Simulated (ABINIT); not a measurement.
Crystal: Tb.

```
Tb
1.0
     0.00000    2.51997    2.51997
     2.51997    0.00000    2.51997
     2.51997    2.51997    0.00000
Tb
1
Cartesian
  0.0000 0.0000 0.0000
```

This isn't the form of Tb at room conditions, which is hcp.

| Quantity | Value |
| --- | --- |
| Program | ABINIT 10.8.3 (patched build) |
| Task | single point |
| Functional | PBE |
| Potentials or basis | JTH PAW PBE v2.0 |
| Cutoff | 544 eV |
| k mesh | 9 × 9 × 9 |
| Occupations | fermi-dirac, width 0.05 eV |
| Spin | collinear spin, ferromagnetic start |
| Starting moments | [6.0] μB |

On this cell: pressure 0.6 GPa; net moment 1.46 μB per cell; site moments Tb +1.22 μB; band gap on the k mesh none (metal or under the smearing width).

The same run follows on a disturbed copy (cell strained at random at fixed volume):

```
Tb
1.0
    -0.04084    2.58236    2.45205
     2.49875   -0.01184    2.42305
     2.51580    2.57041   -0.02889
Tb
1
Cartesian
  0.0668 0.0261 -0.0346
```

**Question.** What changes?

**Answer.** The energy (extrapolated to zero smearing) moves by -3684.4 meV/atom; pressure -0.3 GPa; net moment 5.91 μB per cell; site moments Tb +5.84 μB; band gap on the k mesh none (metal or under the smearing width).

Stress tensor (GPa, compression positive):
```
-0.35  0.28  0.74
 0.28 -0.94  0.00
 0.74  0.00  0.34
```

The energy falls, though the first cell shows no forces: that form is unstable against this distortion, unless noise or another electronic state is at work.

Caveats: the magnetic or orbital state may not be the lowest; spin-orbit coupling is left out, which moves the levels of the heavy elements; the moment fell far below its start of 6 μB, so a state of higher moment may lie lower in energy (some runs).
